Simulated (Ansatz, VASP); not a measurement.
# SiC in VASP and in Ansatz

```
Si C
1.0
     0.00000    2.13392    2.13392
     2.13392    0.00000    2.13392
     2.13392    2.13392    0.00000
Si C
1 1
Direct
  0.00000 0.00000 0.00000
  0.75000 0.75000 0.75000
```

Alike in both runs: task single point; functional PBEsol; k mesh 12 × 12 × 12; occupations gaussian, width 0.05 eV; no spin polarisation.

```csv
,VASP,Ansatz
version,VASP 6.6.1,Ansatz 0.2.0
potentials or method,"VASP PAW PBE potentials, release 64 (Si, C)","scalar-relativistic, plane waves, PAW"
plane-wave cutoff (eV),520,520
valence electrons in the cell,8,8
```

|  | VASP | Ansatz | Ansatz less VASP |
| --- | --- | --- | --- |
| gap on the k mesh at the Fermi level (eV) | 1.17 | 1.19 | +0.011 |
| least direct gap on the mesh (eV) | 4.51 | 4.52 | +0.017 |
| pressure (GPa) | 15.9 | 15.5 | -0.39 |

Ansatz warned: «pseudo_functional_mismatch».

Caveats: so large a pressure means that the cell lies far from this level's equilibrium, or that cutoff or potentials fall short (VASP); the potentials were made for another functional, which shifts forces and pressure (VASP). A k mesh can miss the band edges.
